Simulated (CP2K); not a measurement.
# SnSe (Fm-3m) in CP2K: a series of runs

Runs on SnSe. Level: PBE. Tasks: single point.

Program: CP2K 2026.2. These are calculated values, not measurements. Logs are shortened: lines on timing, memory, paths and dates and some standing lists are left out, and cuts for length are marked.

**1. The crystal as given**

Symmetry: Fm-3m, No. 225, cubic system. The conventional cell has a = 6.020 Å, b = 6.020 Å, c = 6.020 Å, α = 90.00°, β = 90.00°, γ = 90.00°. Sn (site symmetry m-3m) is surrounded by 6 Se at 3.01 Å. Around Se (site symmetry m-3m) lie 6 Sn at 3.01 Å.

Measurements of this composition are mostly on another form, of space group No. 62.

**2. Single point, PBE**

File snse_scf.inp:

```
&GLOBAL
  PROJECT snse_scf
  RUN_TYPE ENERGY_FORCE
  PRINT_LEVEL LOW
&END GLOBAL
&FORCE_EVAL
  METHOD QS
  STRESS_TENSOR ANALYTICAL
  &DFT
    BASIS_SET_FILE_NAME BASIS_MOLOPT_UZH
    POTENTIAL_FILE_NAME POTENTIAL_UZH
    &MGRID
      CUTOFF 600
      REL_CUTOFF 60
      NGRIDS 5
    &END MGRID
    &QS
      METHOD GPW
      EPS_DEFAULT 1.0E-9
    &END QS
    &KPOINTS
      SCHEME MONKHORST-PACK 8 8 8
      GAMMA_CENTERED T
      SYMMETRY T
      SYMMETRY_BACKEND SPGLIB
    &END KPOINTS
    &SCF
      SCF_GUESS ATOMIC
      EPS_SCF 1.0E-6
      MAX_SCF 100
      ADDED_MOS 10
      CHOLESKY OFF
      EPS_EIGVAL 1.0E-7
      &DIAGONALIZATION ON
        ALGORITHM STANDARD
      &END DIAGONALIZATION
      &MIXING ON
        METHOD BROYDEN_MIXING
        ALPHA 0.4
        BETA 1.5
        NBUFFER 8
      &END MIXING
      &SMEAR ON
        METHOD FERMI_DIRAC
        ELECTRONIC_TEMPERATURE [K] 580.226
      &END SMEAR
    &END SCF
    &XC
      &XC_FUNCTIONAL PBE
      &END XC_FUNCTIONAL
    &END XC
    &PRINT
      &KPOINTS ON
      &END KPOINTS
      &MULLIKEN ON
      &END MULLIKEN
      &MO ON
        ENERGIES T
        OCCUPATION_NUMBERS T
        &EACH
          QS_SCF 0
        &END EACH
        ADD_LAST NUMERIC
      &END MO
    &END PRINT
  &END DFT
  &SUBSYS
    &CELL
      A 4.2567828227 0.0000000000 0.0000000000
      B 2.1283914114 3.6864820629 0.0000000000
      C 2.1283914114 1.2288273543 3.4756486205
      PERIODIC XYZ
    &END CELL
    &COORD
      SCALED
      Sn  0.0000000000 0.0000000000 0.0000000000
      Se  0.5000000000 0.5000000000 0.5000000000
    &END COORD
    &KIND Sn
      BASIS_SET TZVP-MOLOPT-PBE-GTH-q4
      POTENTIAL GTH-PBE-q4
    &END KIND
    &KIND Se
      BASIS_SET TZVP-MOLOPT-PBE-GTH-q6
      POTENTIAL GTH-PBE-q6
    &END KIND
    &PRINT
      &ATOMIC_COORDINATES ON
      &END ATOMIC_COORDINATES
      &CELL ON
      &END CELL
    &END PRINT
  &END SUBSYS
  &PRINT
    &FORCES ON
    &END FORCES
    &STRESS_TENSOR ON
    &END STRESS_TENSOR
  &END PRINT
&END FORCE_EVAL
```

Potentials or basis: POTENTIAL_UZH Sn GTH-PBE-q4, Se GTH-PBE-q6; TZVP-MOLOPT-PBE-GTH basis.

The run is started by

```sh
$ OMP_NUM_THREADS=1 cp2k.psmp -i snse_scf.inp -o snse_scf.out
```

snse_scf.out:

```text

 CP2K| version string:                                       CP2K version 2026.2
 CP2K| Input file name                                              snse_scf.inp

 GLOBAL| Force Environment number                                              1
 GLOBAL| Basis set file name                                    BASIS_MOLOPT_UZH
 GLOBAL| Potential file name                                       POTENTIAL_UZH
 GLOBAL| MM Potential file name                                     MM_POTENTIAL
 GLOBAL| Coordinate file name                                      __STD_INPUT__
 GLOBAL| Method name                                                        CP2K
 GLOBAL| Project name                                                   snse_scf
 GLOBAL| Run type                                                   ENERGY_FORCE
 GLOBAL| FFT library                                                       FFTW3
[... 8 lines left out ...]
 GLOBAL| CPU model name                                                  UNKNOWN

 CELL| Volume [angstrom^3]:                                            54.541802
 CELL| Vector a [angstrom]:       4.257     0.000     0.000   |a| =     4.256783
 CELL| Vector b [angstrom]:       2.128     3.686     0.000   |b| =     4.256783
 CELL| Vector c [angstrom]:       2.128     1.229     3.476   |c| =     4.256783
 CELL| Angle (b,c), alpha [degree]:                                    60.000000
 CELL| Angle (a,c), beta  [degree]:                                    60.000000
 CELL| Angle (a,b), gamma [degree]:                                    60.000000
 CELL| Numerically orthorhombic:                                              NO
 CELL| Periodicity                                                           XYZ

 CELL_REF| Volume [angstrom^3]:                                        54.541802
 CELL_REF| Vector a [angstrom     4.257     0.000     0.000   |a| =     4.256783
 CELL_REF| Vector b [angstrom     2.128     3.686     0.000   |b| =     4.256783
 CELL_REF| Vector c [angstrom     2.128     1.229     3.476   |c| =     4.256783
 CELL_REF| Angle (b,c), alpha [degree]:                                60.000000
 CELL_REF| Angle (a,c), beta  [degree]:                                60.000000
[... 13 lines left out ...]

  Total number of            - Atomic kinds:                                   2
                             - Atoms:                                          2
                             - Shell sets:                                     2
                             - Shells:                                        14
                             - Primitive Cartesian functions:                  8
                             - Cartesian basis functions:                     36
                             - Spherical basis functions:                     34

  Maximum angular momentum of- Orbital basis functions:                        2
                             - Local part of the GTH pseudopotential:          0
                             - Non-local part of the GTH pseudopotential:      4

 MODULE QUICKSTEP: ATOMIC COORDINATES IN ANGSTROM

   Atom Kind Element         X             Y             Z       Z(eff)     Mass
      1    1 Sn   50      0.000000      0.000000      0.000000   4.0000 118.7100
      2    2 Se   34      4.256783      2.457655      1.737824   6.0000  78.9600

 SCF PARAMETERS         Density guess:                                    ATOMIC
                        --------------------------------------------------------
                        max_scf:                                             100
[... 7 lines left out ...]
                        --------------------------------------------------------
                        level_shift [a.u.]:                             0.000000
                        added MOs                                        10    0
                        --------------------------------------------------------
                        Mixing method:                            BROYDEN_MIXING
                                                charge density mixing in g-space
                        --------------------------------------------------------
                        Smear method:                                FERMI_DIRAC
                        Electronic temperature [K]:                        580.2
                        Electronic temperature [a.u.]:                  1.84E-03
                        Accuracy threshold:                             1.00E-10
                        --------------------------------------------------------
                        No outer SCF

 *******************************************************************************
                                    Kpoints
 *******************************************************************************
[... 13 lines left out ...]
 BRILLOUIN|     4           0.01172       -0.37500       -0.37500        0.00000
 BRILLOUIN|     5           0.04688       -0.37500       -0.37500        0.12500
 BRILLOUIN|     6           0.02344       -0.37500       -0.37500        0.25000
[... 21 lines left out ...]
 BRILLOUIN|    28           0.00781        0.00000        0.00000        0.50000
 BRILLOUIN|    29           0.00586        0.00000        0.50000        0.50000
 *******************************************************************************

 Extrapolation method: initial_guess

 Number of electrons:                                                         10
 Number of occupied orbitals:                                                  5
 Number of molecular orbitals:                                                15

 Number of orbital functions:                                                 34
 Number of independent orbital functions:                                     34

 SCF WAVEFUNCTION OPTIMIZATION

  Step     Update method      Time    Convergence         Total energy    Change
  ------------------------------------------------------------------------------
     1 NoMix/Diag. 0.40E+00    0.8     0.51610773       -12.9975636613 -1.30E+01
     2 Broy./Diag. 0.40E+00    0.9     0.03467628       -12.7627062102  2.35E-01
     3 Broy./Diag. 0.40E+00    0.9     0.08518859       -12.8640494315 -1.01E-01
     4 Broy./Diag. 0.40E+00    0.9     0.01160987       -12.9852880674 -1.21E-01
     5 Broy./Diag. 0.40E+00    0.9     0.00605076       -12.9595595204  2.57E-02
     6 Broy./Diag. 0.40E+00    0.9     0.00183102       -12.9551811593  4.38E-03
     7 Broy./Diag. 0.40E+00    0.9     0.00032898       -12.9519010740  3.28E-03
     8 Broy./Diag. 0.40E+00    0.9     0.00023593       -12.9517923621  1.09E-04
     9 Broy./Diag. 0.40E+00    0.9     0.00003785       -12.9517745491  1.78E-05
    10 Broy./Diag. 0.40E+00    0.9     0.00006734       -12.9517770043 -2.46E-06
    11 Broy./Diag. 0.40E+00    0.9     0.00002155       -12.9517455776  3.14E-05
    12 Broy./Diag. 0.40E+00    0.9     0.00000404       -12.9517330169  1.26E-05
    13 Broy./Diag. 0.40E+00    0.9     0.00000064       -12.9517296251  3.39E-06

  *** SCF run converged in    13 steps ***

  Electronic density on regular grids:         -9.9999999997        0.0000000003
  Core density on regular grids:                9.9999999706       -0.0000000294
  Total charge density on r-space grids:       -0.0000000291
  Total charge density g-space grids:          -0.0000000291

  Overlap energy of the core charge distribution:               0.00000000001691
  Self energy of the core charge distribution:                -27.35577019872872
  Core Hamiltonian energy:                                      6.01217808993141
  Hartree energy:                                              11.47664489439163
  Exchange-correlation energy:                                 -3.08478068765822
  Electronic entropic energy:                                  -0.00000172303078
  Fermi energy:                                                 0.17702782834558

  Total energy:                                               -12.95172962507628
  Total energy (extrapolated to T->0):                        -12.95172876356089

 MO| EIGENVALUES AND OCCUPATION NUMBERS FOR K POINT 1
 MO|
 MO|  Index      Eigenvalue [a.u.]        Eigenvalue [eV]             Occupation
 MO|      1              -0.315224              -8.577687               2.000000
 MO|      2              -0.115957              -3.155355               2.000000
 MO|      3               0.092250               2.510242               2.000000
 MO|      4               0.092250               2.510244               2.000000
 MO|      5               0.152312               4.144617               1.999997
 MO|      6               0.209139               5.690951               0.000000
 MO|      7               0.225336               6.131715               0.000000
 MO|      8               0.225337               6.131732               0.000000
 MO|      9               0.486028              13.225484               0.000000
 MO|     10               0.563018              15.320492               0.000000
 MO|     11               0.563019              15.320517               0.000000
 MO|     12               0.641836              17.465248               0.000000
 MO|     13               0.737532              20.069256               0.000000
[... 268 lines left out ...]
 MO|      4               0.060710               1.652004               2.000000
 MO|      5               0.129619               3.527116               2.000000
 MO|      6               0.218242               5.938660               0.000000
 MO|      7               0.272053               7.402940               0.000000
 MO|      8               0.323464               8.801898               0.000000
 MO|      9               0.438664              11.936656               0.000000
 MO|     10               0.571202              15.543200               0.000000
 MO|     11               0.604755              16.456214               0.000000
 MO|     12               0.630096              17.145787               0.000000
 MO|     13               0.673116              18.316407               0.000000
 MO|     14               0.765194              20.821987               0.000000
 MO|     15               0.769003              20.925629               0.000000
 MO| Sum:                                                              10.000000
 MO| E(Fermi):            0.177028 a.u.          4.817172 eV

 [... the levels of further k-points ...]

 !-----------------------------------------------------------------------------!
                     Mulliken Population Analysis

 #  Atom  Element  Kind  Atomic population                           Net charge
       1     Sn       1          3.551393                              0.448607
       2     Se       2          6.448607                             -0.448607
 # Total charge                             10.000000                 -0.000000

 !-----------------------------------------------------------------------------!

 ENERGY| Total FORCE_EVAL ( QS ) energy [hartree]            -12.951729421369480

 FORCES| Atomic forces [hartree/bohr]
 FORCES|   Atom     x               y               z               |f|
 FORCES|      1 -3.03678315E-15 -4.14053621E-15  2.99794952E-15   5.94590559E-15
 FORCES|      2  3.64086780E-15  1.63078742E-15  1.29720695E-15   4.19501273E-15
 FORCES| Sum     6.04084642E-16 -2.50974879E-15  4.29515647E-15
 FORCES| Total atomic force                                       5.01120009E-15

 STRESS| Analytical stress tensor [bar]
 STRESS|                        x                   y                   z
 STRESS|      x        1.53593109011E+04   3.31049236392E-03   1.00372801649E-02
 STRESS|      y        3.31049236392E-03   1.53584310737E+04   4.03687550433E-01
 STRESS|      z        1.00372801649E-02   4.03687550433E-01   1.53581806116E+04
 STRESS| 1/3 Trace                                             1.53586408621E+04
 STRESS| Determinant                                           3.62291675062E+12

 STRESS| Eigenvectors and eigenvalues of the analytical stress tensor [bar]
 STRESS|                        1                   2                   3
 STRESS| Eigenvalues   1.53578831505E+04   1.53587283810E+04   1.53593110548E+04
 STRESS|      x          -0.004284624725     -0.014793435948      0.999881391088
 STRESS|      y          -0.593133675412      0.805049477430      0.009369203940
 STRESS|      z           0.805092594105      0.593023180949      0.012223819931
```

Wall time 13 s (1 thread of Arm Neoverse V2, shared host); peak memory 0.33 GiB.

Results:

| Item | Value |
| --- | --- |
| Free energy | -352.4345 eV |
| Pressure | 1.5 GPa |
| Band gap on the k mesh | 0.58 eV, direct |
| Mulliken charges | Sn +0.45; Se -0.45 e |

Levels at points of the mesh, in eV from the valence-band top:
```csv
k point,band 1,band 2,band 3,band 4,band 5,band 6,band 7,band 8,band 9,band 10
"(0.00, 0.00, 0.00)",-13.88,-5.09,-2.17,-2.17,-2.17,4.36,4.36,4.36,7.01,7.01
"(0.00, 0.00, 0.50)",-12.94,-8.08,-1.98,-1.98,0.00,0.58,1.27,1.27,9.61,11.84
"(0.00, 0.50, 0.50)",-12.71,-6.04,-5.52,-3.65,-3.65,3.78,5.43,5.43,6.11,10.85
```

Caveat: Mulliken charges move with the basis; spin-orbit coupling is left out, which moves the levels of the heavy elements; the basis of atomic orbitals isn't converged, which shifts pressures, moduli and gaps. A k mesh can miss the band edges.

**3. Single point, PBE**

snse_scf.inp, as its differences from that of step 2:

```diff
@@ -79,4 +79,4 @@
     &KIND Sn
-      BASIS_SET TZVP-MOLOPT-PBE-GTH-q4
-      POTENTIAL GTH-PBE-q4
+      BASIS_SET TZVP-MOLOPT-PBE-GTH-q14
+      POTENTIAL GTH-PBE-q14
     &END KIND
```

Potentials or basis: POTENTIAL_UZH Sn GTH-PBE-q14, Se GTH-PBE-q6; TZVP-MOLOPT-PBE-GTH basis.

The run is started by

```sh
$ OMP_NUM_THREADS=1 cp2k.psmp -i snse_scf.inp -o snse_scf.out
```

Wall time 35 s (1 thread of Arm Neoverse V2, shared host); peak memory 0.36 GiB.

The run converged. Its results:

* Free energy: -2095.9515 eV
* Pressure: 0.8 GPa
* Band gap on the k mesh: 0.47 eV, direct
* Mulliken charges: Sn +0.24; Se -0.24 e

Levels at points of the mesh, in eV from the valence-band top:
| k point | band 7 | band 8 | band 9 | band 10 | band 11 | band 12 | band 13 | band 14 |
| --- | --- | --- | --- | --- | --- | --- | --- | --- |
| (0.00, 0.00, 0.00) | -5.13 | -2.14 | -2.14 | -2.14 | 4.18 | 4.18 | 4.18 | 6.20 |
| (0.00, 0.00, 0.50) | -8.02 | -1.86 | -1.86 | 0.00 | 0.47 | 1.20 | 1.20 | 8.75 |
| (0.00, 0.50, 0.50) | -6.07 | -5.42 | -3.59 | -3.59 | 3.22 | 5.21 | 5.21 | 5.91 |

Caveat: Mulliken charges move with the basis; spin-orbit coupling is left out, which moves the levels of the heavy elements; the basis of atomic orbitals isn't converged, which shifts pressures, moduli and gaps. A k mesh can miss the band edges.
